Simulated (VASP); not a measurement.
A run of VASP 6.6.1 is set up as follows.

File POSCAR:

```
MgH2                                    
1.0
    4.4732210778      0.0000000000      0.0000000000
    0.0000000000      4.4732210778      0.0000000000
    0.0000000000      0.0000000000      3.0045388693
  Mg              H             
     2     4
Direct
     0.0000000000000000    0.0000000000000000    0.0000000000000000
     0.5000000000000000    0.5000000000000000    0.5000000000000000
     0.3044202687640052    0.3044202687640052    0.0000000000000000
     0.1955797312359948    0.8044202687640052    0.5000000000000000
     0.6955797312359948    0.6955797312359948    0.0000000000000000
     0.8044202687640052    0.1955797312359948    0.5000000000000000
```

File INCAR.step1:

```
SYSTEM = MgH2
ALGO = Normal ; EDIFF = 1E-5
ENCUT = 520 ; GGA = PE
ISIF = 2 ; ISMEAR = 0
KPAR = 4 ; LASPH = .TRUE.
LCHARG = .FALSE. ; LREAL = .FALSE.
LWAVE = .TRUE. ; NBANDS = 13
NELM = 80 ; PREC = Accurate
SIGMA = 0.03
```

The input INCAR.step2:

```
SYSTEM = MgH2
AEXX = 0.25 ; ALGO = Normal
EDIFF = 1E-6 ; ENCUT = 520
GGA = PE ; HFRCUT = -1
ISIF = 2 ; ISMEAR = 0
ISTART = 1 ; KPAR = 4
LASPH = .TRUE. ; LCHARG = .FALSE.
LHFCALC = .TRUE. ; LREAL = .FALSE.
LWAVE = .FALSE. ; NBANDS = 13
NELM = 80 ; PREC = Accurate
PRECFOCK = Fast ; SIGMA = 0.03
```

KPOINTS

```
k-points
0
G
  4 4 6
  0 0 0
```

The input KPOINTS_OPT:

```
explicit points
6
Reciprocal
 0.0000000000  0.0000000000  0.0000000000 1
 0.5000000000  0.5000000000  0.5000000000 1
 0.5000000000  0.5000000000  0.0000000000 1
 0.0000000000  0.5000000000  0.5000000000 1
 0.0000000000  0.5000000000  0.0000000000 1
 0.0000000000  0.0000000000  0.5000000000 1
```

Potentials or basis: VASP PAW PBE potentials, release 64 (Mg, H).

Run with:

```bash
$ cat potpaw_PBE.64/Mg/POTCAR potpaw_PBE.64/H/POTCAR > POTCAR
$ cp INCAR.step1 INCAR
$ mpirun -np 4 vasp_std > vasp.out
$ cp INCAR.step2 INCAR
$ mpirun -np 4 vasp_std > vasp.out
```

Q: Estimate the pressure.

A: -0.1 GPa.

Q: What does it give for the band gap along the path?

A: 5.83 eV, indirect (least direct gap 6.82 eV).

Stress tensor (GPa, compression positive):
```
 0.05  0.00  0.00
 0.00  0.05  0.00
 0.00  0.00 -0.42
```

Caveat: the PAW data sets were made with another functional, which shifts forces and pressure a little.
